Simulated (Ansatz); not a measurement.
CdSe (Cadmoselite):

```xyz
4
Lattice="4.3000 0.0000 0.0000 -2.1500 3.7239 0.0000 0.0000 0.0000 7.0200" Properties=species:S:1:pos:R:3 pbc="T T T"
Cd    2.1500    1.2413    3.5100
Cd    0.0000    2.4826    0.0000
Se    2.1500    1.2413    6.2127
Se    0.0000    2.4826    2.7027
```

```yaml
Program: Ansatz 0.2.0
Task: relaxation of cell and atoms
Functional: LDA
Potentials_or_basis: Ansatz PAW
Cutoff: "420 eV (not typed: the program's choice for these potentials)"
k_mesh: 7 × 7 × 4
Occupations: fermi-dirac, width 0.05 eV
Spin: no spin polarisation
```

At the start: volume 28.10 Å³/atom.

**Question.** How do energy, volume and symmetry change on relaxing?

**Answer.** It ends after 5 steps and the volume is 27.11 Å³/atom (-3.5 %); space group P6_3mc (No. 186, to 0.05 Å).

The path:
```
step  energy change (eV)  largest force (eV/Å)  volume (Å³)
   1              0.0000                0.2535       112.41
   2             -0.0357                0.0499       106.66
   3             -0.0421                0.0098       108.43
   4             -0.0423                0.0002       108.44
   5             -0.0417                0.0002       108.44
```

Final structure:
```xyz
4
Lattice="4.2473 0.0000 0.0000 -2.1237 3.6783 0.0000 0.0000 0.0000 6.9410" Properties=species:S:1:pos:R:3 pbc="T T T"
Cd    2.1237    1.2261    3.5041
Cd    0.0000    2.4522    0.0336
Se    2.1237    1.2261    6.1092
Se    0.0000    2.4522    2.6387
```

Caveat: the plane-wave basis is chosen anew once the cell has moved, so the energies of steps on either side of that aren't comparable; the PAW data sets come from PBE, with cores solved anew for the run's functional, which leaves a small shift of forces and pressure.
